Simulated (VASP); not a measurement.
# From an Ansatz input to VASP: SnSe$_{2}$ (strained 1T (CdI2) bulk)

Ansatz input

```yaml
crystal:
  lattice:
    - [3.9399038097, 0.0, 0.0]
    - [-1.9699519049, 3.4120567877, 0.0]
    - [0.0, 0.0, 6.0414035785]
  atoms:
    - { symbol: Sn, position: [0.0, 0.0, 0.0] }
    - { symbol: Se, position: [0.3333333333, 0.6666666667, 0.2545704025] }
    - { symbol: Se, position: [0.6666666667, 0.3333333333, 0.7454295975] }
kpoints:
  mp_grid: { grid: [12, 12, 4] }
  band_path:
    path:
      - [0.0, 0.0, 0.0]
      - [0.5, 0.0, 0.0]
      - [0.3333333333, 0.3333333333, 0.0]
      - [0.0, 0.0, 0.5]
      - [0.5, 0.0, 0.5]
      - [0.3333333333, 0.3333333333, 0.5]
      - [-0.109375, 0.054688, 0.0]
    npoints: 1
hamiltonian:
  xc: pbe
scf:
  occupations: { method: fermi_dirac, width: 0.02 }
  n_extra_bands: 4
output:
  forces: true
  stress: true
  eigenvalues: true
```

**Question.** Which VASP files do the same job?

**Answer.** 

INCAR

```
NSW = 0
SIGMA = 0.02
LCHARG = .FALSE.
NBANDS = 20
LASPH = .TRUE.
LREAL = .FALSE.
LWAVE = .FALSE.
EDIFF = 1E-7
IBRION = -1
NELM = 120
PREC = Accurate
GGA = PE
ISMEAR = -1
ENCUT = 520
ISIF = 2
```

KPOINTS

```
KPOINTS created by Atomic Simulation Environment
0
Gamma
12 12 4
0 0 0
```

KPOINTS_OPT

```
special points
7
Reciprocal
0.0000000000 0.0000000000 0.0000000000 1
0.5000000000 0.0000000000 0.0000000000 1
0.3333333333 0.3333333333 0.0000000000 1
0.0000000000 0.0000000000 0.5000000000 1
0.5000000000 0.0000000000 0.5000000000 1
0.3333333333 0.3333333333 0.5000000000 1
-0.1093750000 0.0546880000 0.0000000000 1
```

POSCAR

```
Sn Se
 1.0000000000000000
     3.9399038097188850    0.0000000000288675    0.0000000000000000
    -1.9699519048844425    3.4120567876692118    0.0000000000000000
     0.0000000000000000    0.0000000000000000    6.0414035784999998
 Sn  Se
   1   2
Cartesian
  0.0000000000000000 -0.0000000000000000  0.0000000000000000
 -0.0000000000166667  2.2747045251224303  1.5379625408662161
  1.9699519048511089  1.1373522625756489  4.5034410376337828
```

VASP ran with the recommended PBE PAW datasets (26 valence electrons in the cell). Other inputs would serve too.

```json
{"": "gap between bands v and c", "Ansatz": "0.37 eV", "VASP": "0.36 eV"}
{"": "least direct gap", "Ansatz": "0.40 eV", "VASP": "0.39 eV"}
{"": "pressure", "Ansatz": "0.6 GPa", "VASP": "0.7 GPa"}
{"": "largest force", "Ansatz": "0.24 eV/Å", "VASP": "0.26 eV/Å"}
```

Each program uses its own PAW datasets. VASP's cell holds 26 valence electrons and Ansatz's 46. Ansatz's stress includes a Pulay correction; VASP's doesn't.
